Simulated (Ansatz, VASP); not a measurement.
# MgO: VASP beside Ansatz

Contents of INCAR:

```
SYSTEM = MgO
ALGO = Normal
EDIFF = 1E-6
ENCUT = 520
GGA = PS
ISIF = 2
ISMEAR = 0
LASPH = .TRUE.
LCHARG = .TRUE.
LELF = .TRUE.
LREAL = .FALSE.
LVHAR = .TRUE.
LWAVE = .FALSE.
NBANDS = 16
NELM = 80
PREC = Accurate
SIGMA = 0.05
```

KPOINTS

```
k-points
0
G
  9 9 6
  0 0 0
```

Contents of POSCAR:

```
MgO
1.0
    3.2817469438      0.0000000000      0.0000000000
   -1.6408734719      2.8420762221      0.0000000000
    0.0000000000      0.0000000000      5.0860514134
Mg O
2 2
Direct
    0.3333333333      0.6666666667     -0.0199501180
    0.6666666667      0.3333333333      0.4800498820
    0.3333333333      0.6666666667      0.4009416620
    0.6666666667      0.3333333333      0.9009416620
```

Input for Ansatz:

```yaml
crystal:
  lattice:
    - [3.2817469438, 0.0, 0.0]
    - [-1.6408734719, 2.8420762221, 0.0]
    - [0.0, 0.0, 5.0860514134]
  atoms:
    - { symbol: Mg, position: [0.3333333333, 0.6666666667, -0.019950118] }
    - { symbol: Mg, position: [0.6666666667, 0.3333333333, 0.480049882] }
    - { symbol: O, position: [0.3333333333, 0.6666666667, 0.400941662] }
    - { symbol: O, position: [0.6666666667, 0.3333333333, 0.900941662] }
basis:
  ecutwfc: 520.0
kpoints:
  mp_grid: { grid: [9, 9, 6] }
hamiltonian:
  xc: pbesol
  pseudopotentials: { kind: paw, azcp: { folder: soft_1 } }
scf:
  occupations: { method: gaussian, width: 0.05 }
output:
  forces: true
  stress: true
  eigenvalues: true
```

Alike in both runs: task single point; functional PBEsol; k mesh 9 × 9 × 6; occupations gaussian, width 0.05 eV; no spin polarisation.

|  | VASP | Ansatz |
| --- | --- | --- |
| version | VASP 6.6.1 | Ansatz 0.2.0 |
| potentials or method | VASP PAW PBE potentials, release 64 (Mg, O) | scalar-relativistic, plane waves, PAW |
| plane-wave cutoff (eV) | 520 | 520 |
| valence electrons in the cell | 16 | 32 |

|  | VASP | Ansatz | Ansatz less VASP |
| --- | --- | --- | --- |
| gap on the k mesh at the Fermi level (eV) | 3.20 | 3.21 | +0.006 |
| least direct gap on the mesh (eV) | 3.20 | 3.21 | +0.006 |
| pressure (GPa) | 0.6 | 0.9 | +0.27 |
| largest component of the traceless stress (GPa) | 8.54 | 8.44 | -0.097 |
| rms of the force components (eV/Å) | 0.367 | 0.360 | -0.0061 |

Atom by atom the forces differ by 0.006 eV/Å (rms over components). The two sets of potentials don't hold the same shells in valence. Ansatz warned: «pseudo_functional_mismatch».

Caveats: the PAW data sets were made with another functional, which shifts forces and pressure a little (VASP); an odd mesh through Γ misses points on the zone boundary, where band edges often lie.
